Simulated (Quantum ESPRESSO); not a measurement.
Write the native input for Quantum ESPRESSO 7.5 that does the following.

| Property | Result |
| --- | --- |
| Task | phonon dispersion |
| Functional | PBE |
| Potentials or basis | GBRV 1.5 PBE |
| Cutoff | 612 eV |
| Density cutoff | 4898 eV |
| k mesh | 6 × 6 × 6 |
| Occupations | cold, width 0.2 eV |
| Spin | no spin polarisation |
| Mixing beta | 0.5 |
| Most SCF iterations | 120 |
| SCF threshold | 4e-10 Ry |
| q mesh | 2 × 2 × 2 |

The system is AlRu.

```
CELL_PARAMETERS angstrom
2.99160 0.00000 0.00000
0.00000 2.99160 0.00000
0.00000 0.00000 2.99160
ATOMIC_POSITIONS crystal
Ru 0.50000 0.50000 0.50000
Al 0.00000 0.00000 0.00000
```

The input as run:

pw.in

```
&CONTROL
  calculation = 'scf'
  prefix = 'pwscf'
  outdir = './tmp'
  pseudo_dir = './pseudo'
  tprnfor = .true.
  tstress = .true.
  disk_io = 'low'
/
&SYSTEM
  ibrav = 0
  A = 2.9916
  nat = 2
  ntyp = 2
  ecutwfc = 45
  ecutrho = 360
  nbnd = 16
  occupations = 'smearing'
  smearing = 'mv'
  degauss = 0.01469973
/
&ELECTRONS
  conv_thr = 4d-10
  electron_maxstep = 120
  mixing_beta = 0.5
/
ATOMIC_SPECIES
Ru   101.0700 ru_pbe_v1.2.uspp.F.UPF
Al    26.9815 al_pbe_v1.uspp.F.UPF
CELL_PARAMETERS alat
   1.0000000000    0.0000000000    0.0000000000
   0.0000000000    1.0000000000    0.0000000000
   0.0000000000    0.0000000000    1.0000000000
ATOMIC_POSITIONS alat
Ru     0.5000000000    0.5000000000    0.5000000000
Al     0.0000000000    0.0000000000    0.0000000000
K_POINTS automatic
6 6 6 0 0 0
```

relax.in

```
&CONTROL
  calculation = 'vc-relax'
  prefix = 'pwscf'
  outdir = './tmp'
  pseudo_dir = './pseudo'
  tprnfor = .true.
  tstress = .true.
  disk_io = 'low'
  nstep = 40
  forc_conv_thr = 0.0001
  etot_conv_thr = 1d-06
/
&SYSTEM
  ibrav = 0
  A = 2.9916
  nat = 2
  ntyp = 2
  ecutwfc = 45
  ecutrho = 360
  nbnd = 16
  occupations = 'smearing'
  smearing = 'mv'
  degauss = 0.01469973
/
&ELECTRONS
  conv_thr = 4d-10
  electron_maxstep = 120
  mixing_beta = 0.5
/
&IONS
  ion_dynamics = 'bfgs'
/
&CELL
  cell_dynamics = 'bfgs'
  press = 0
  press_conv_thr = 0.2
/
ATOMIC_SPECIES
Ru   101.0700 ru_pbe_v1.2.uspp.F.UPF
Al    26.9815 al_pbe_v1.uspp.F.UPF
CELL_PARAMETERS alat
   1.0000000000    0.0000000000    0.0000000000
   0.0000000000    1.0000000000    0.0000000000
   0.0000000000    0.0000000000    1.0000000000
ATOMIC_POSITIONS alat
Ru     0.5000000000    0.5000000000    0.5000000000
Al     0.0000000000    0.0000000000    0.0000000000
K_POINTS automatic
6 6 6 0 0 0
```

scf2.in

```
&CONTROL
  calculation = 'scf'
  prefix = 'pwscf'
  outdir = './tmp'
  pseudo_dir = './pseudo'
  tprnfor = .true.
  tstress = .true.
  disk_io = 'low'
/
&SYSTEM
  ibrav = 0
  A = 3.00296678
  nat = 2
  ntyp = 2
  ecutwfc = 45
  ecutrho = 360
  nbnd = 16
  occupations = 'smearing'
  smearing = 'mv'
  degauss = 0.01469973
/
&ELECTRONS
  conv_thr = 1d-13
  electron_maxstep = 120
  mixing_beta = 0.5
  startingpot = 'file'
  startingwfc = 'file'
/
ATOMIC_SPECIES
Ru   101.0700 ru_pbe_v1.2.uspp.F.UPF
Al    26.9815 al_pbe_v1.uspp.F.UPF
CELL_PARAMETERS alat
   1.0000000006    0.0000000000    0.0000000000
   0.0000000000    1.0000000006    0.0000000000
   0.0000000000    0.0000000000    1.0000000006
ATOMIC_POSITIONS alat
Ru     0.5000000003    0.5000000003    0.5000000003
Al     0.0000000000    0.0000000000    0.0000000000
K_POINTS automatic
6 6 6 0 0 0
```

ph.in

```
phonon_bands of AlRu
&INPUTPH
  prefix = 'pwscf'
  outdir = './tmp'
  tr2_ph = 1d-18
  fildyn = 'dyn'
  niter_ph = 90
  alpha_mix(1) = 0.4
  ldisp = .true.
  nq1 = 2
  nq2 = 2
  nq3 = 2
/
```

q2r.in

```
&INPUT
  fildyn = 'dyn'
  zasr = 'crystal'
  flfrc = 'fc'
/
```

matdyn.in

```
&INPUT
  asr = 'crystal'
  flfrc = 'fc'
  flfrq = 'freq'
  q_in_cryst_coord = .true.
  flvec = ' '
/
80
 0.0000000000  0.0000000000  0.0000000000
 0.0000000000  0.0500000000  0.0000000000
 0.0000000000  0.1000000000  0.0000000000
 0.0000000000  0.1500000000  0.0000000000
 0.0000000000  0.2000000000  0.0000000000
 0.0000000000  0.2500000000  0.0000000000
 0.0000000000  0.3000000000  0.0000000000
 0.0000000000  0.3500000000  0.0000000000
 0.0000000000  0.4000000000  0.0000000000
 0.0000000000  0.4500000000  0.0000000000
 0.0000000000  0.5000000000  0.0000000000
 0.0500000000  0.5000000000  0.0000000000
 0.1000000000  0.5000000000  0.0000000000
 0.1500000000  0.5000000000  0.0000000000
 0.2000000000  0.5000000000  0.0000000000
 0.2500000000  0.5000000000  0.0000000000
 0.3000000000  0.5000000000  0.0000000000
 0.3500000000  0.5000000000  0.0000000000
 0.4000000000  0.5000000000  0.0000000000
 0.4500000000  0.5000000000  0.0000000000
 0.5000000000  0.5000000000  0.0000000000
 0.4642857143  0.4642857143  0.0000000000
 0.4285714286  0.4285714286  0.0000000000
 0.3928571429  0.3928571429  0.0000000000
 0.3571428571  0.3571428571  0.0000000000
 0.3214285714  0.3214285714  0.0000000000
 0.2857142857  0.2857142857  0.0000000000
 0.2500000000  0.2500000000  0.0000000000
 0.2142857143  0.2142857143  0.0000000000
 0.1785714286  0.1785714286  0.0000000000
 0.1428571429  0.1428571429  0.0000000000
 0.1071428571  0.1071428571  0.0000000000
 0.0714285714  0.0714285714  0.0000000000
 0.0357142857  0.0357142857  0.0000000000
 0.0000000000  0.0000000000  0.0000000000
 0.0277777778  0.0277777778  0.0277777778
 0.0555555556  0.0555555556  0.0555555556
 0.0833333333  0.0833333333  0.0833333333
 0.1111111111  0.1111111111  0.1111111111
 0.1388888889  0.1388888889  0.1388888889
 0.1666666667  0.1666666667  0.1666666667
 0.1944444444  0.1944444444  0.1944444444
 0.2222222222  0.2222222222  0.2222222222
 0.2500000000  0.2500000000  0.2500000000
 0.2777777778  0.2777777778  0.2777777778
 0.3055555556  0.3055555556  0.3055555556
 0.3333333333  0.3333333333  0.3333333333
 0.3611111111  0.3611111111  0.3611111111
 0.3888888889  0.3888888889  0.3888888889
 0.4166666667  0.4166666667  0.4166666667
 0.4444444444  0.4444444444  0.4444444444
 0.4722222222  0.4722222222  0.4722222222
 0.5000000000  0.5000000000  0.5000000000
 0.4666666667  0.5000000000  0.4666666667
 0.4333333333  0.5000000000  0.4333333333
 0.4000000000  0.5000000000  0.4000000000
 0.3666666667  0.5000000000  0.3666666667
 0.3333333333  0.5000000000  0.3333333333
 0.3000000000  0.5000000000  0.3000000000
 0.2666666667  0.5000000000  0.2666666667
 0.2333333333  0.5000000000  0.2333333333
 0.2000000000  0.5000000000  0.2000000000
 0.1666666667  0.5000000000  0.1666666667
 0.1333333333  0.5000000000  0.1333333333
 0.1000000000  0.5000000000  0.1000000000
 0.0666666667  0.5000000000  0.0666666667
 0.0333333333  0.5000000000  0.0333333333
 0.0000000000  0.5000000000  0.0000000000
 0.5000000000  0.5000000000  0.0000000000
 0.5000000000  0.5000000000  0.0454545455
 0.5000000000  0.5000000000  0.0909090909
 0.5000000000  0.5000000000  0.1363636364
 0.5000000000  0.5000000000  0.1818181818
 0.5000000000  0.5000000000  0.2272727273
 0.5000000000  0.5000000000  0.2727272727
 0.5000000000  0.5000000000  0.3181818182
 0.5000000000  0.5000000000  0.3636363636
 0.5000000000  0.5000000000  0.4090909091
 0.5000000000  0.5000000000  0.4545454545
 0.5000000000  0.5000000000  0.5000000000
```

matdyn_dos.in

```
&INPUT
  asr = 'crystal'
  flfrc = 'fc'
  dos = .true.
  fldos = 'phdos'
  nk1 = 9
  nk2 = 9
  nk3 = 9
  deltaE = 1
  flvec = ' '
  flfrq = ' '
/
```

matdyn_mesh.in

```
&INPUT
  asr = 'crystal'
  flfrc = 'fc'
  flfrq = 'mesh'
  q_in_cryst_coord = .true.
  flvec = ' '
/
512
 0.06250000  0.06250000  0.06250000
 0.06250000  0.06250000  0.18750000
 0.06250000  0.06250000  0.31250000
[... 509 further points of the even 8 x 8 x 8 mesh, shifted by half a step ...]
```

Potentials or basis: GBRV 1.5 PBE.

The run is started by

```bash
$ OMP_NUM_THREADS=1 pw.x -in pw.in > pw.out
$ OMP_NUM_THREADS=1 pw.x -in relax.in > relax.out
$ OMP_NUM_THREADS=1 pw.x -in scf2.in > scf2.out
$ OMP_NUM_THREADS=1 ph.x -in ph.in > ph.out
$ OMP_NUM_THREADS=1 q2r.x -in q2r.in > q2r.out
$ OMP_NUM_THREADS=1 matdyn.x -in matdyn.in > matdyn.out
$ OMP_NUM_THREADS=1 matdyn.x -in matdyn_dos.in > matdyn_dos.out
$ OMP_NUM_THREADS=1 matdyn.x -in matdyn_mesh.in > matdyn_mesh.out
```

It gave:

* Relaxed volume: 13.54 Å³/atom
* Relaxed cell: a = 3.003 Å, b = 3.003 Å, c = 3.003 Å, α = 90.00°, β = 90.00°, γ = 90.00°
* Space group after relaxing (to 0.05 Å): Pm-3m (No. 221)
* Pressure after relaxing: 0.0 GPa
* Band gap on the k mesh: none (metal or under the smearing width)
* Highest phonon frequency: 350 cm⁻¹
* Zero-point energy: 0.043 eV/atom

Caveat: the k mesh is coarse; the mesh is thin for the phonons of a metal; the q mesh is small, so phonon branches between its points and thermal values are rough.

It took 12 min on 1 thread of Intel(R) Xeon(R) Processor @ 2.50GHz (Skylake/Cascade Lake), with other jobs on the host, peak memory 0.12 GiB.
